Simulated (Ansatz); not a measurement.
What a strained TaSi2 layer does to its nuclei

Cell: a COD entry, whose atoms a relaxation with PBE at fixed cell left in place.

```
CELL_PARAMETERS angstrom
4.78390 0.00000 0.00000
-2.39195 4.14298 0.00000
0.00000 0.00000 6.57000
ATOMIC_POSITIONS crystal
Ta 0.50000 0.00000 0.00000
Ta 0.50000 0.50000 0.66667
Ta 0.00000 0.50000 0.33333
Si 0.15897 0.31794 0.00000
Si 0.84103 0.15897 0.66667
Si 0.68206 0.84103 0.33333
Si 0.84103 0.68206 0.00000
Si 0.15897 0.84103 0.66667
Si 0.31794 0.15897 0.33333
```

Atom numbers follow the list; atoms alike are taken as one site, whose name carries the number of the first.

Level of theory: DFT, PBE, plane waves and PAW, scalar-relativistic, 420 eV cutoff, Γ-centred 11×11×7 k-points, Fermi–Dirac smearing 0.05 eV (Ansatz 0.2.0).

The cell is stretched along z (the third Cartesian axis of the run's cell), x and y held, and the ions relax again each time.

```
strain along z (%)  Ta: V along z (10²¹ V/m²)  Si: V along z (10²¹ V/m²)
                -3                      -7.61                      -1.60
                -2                      -5.27                      -1.38
                -1                      -2.94                      -1.16
                 0                      -0.63                      -0.93
                +1                          ?                          ?
                +2                       3.88                      -0.49
                +3                       6.07                      -0.28
```

**Question.** Estimate the row at +1 % from the others.

**Answer.** Ta: 1.64; Si: -0.71. Worked for Ta: a straight line through the other 6 rows has a slope of 2.280 × 10²¹ V/m² per per cent of strain and gives 1.58 at +1 %, against 1.64 from the run, so the response is nearly linear here. Worked for Si: a straight line through the other 6 rows has a slope of 0.222 × 10²¹ V/m² per per cent of strain and gives -0.71 at +1 %, against -0.71 from the run, so the response is nearly linear here.

With no gap above 0.1 eV, as in a metal, the gradients converge slowly in k; expect changes of a tenth or more on a denser mesh. Without spin–orbit coupling the gradients at and beside Ta can be off by some per cent, at some sites by more. With these PAW files V_zz is typically within 2 to 3 % of all-electron values, but misses above 10 % occur on Ta.
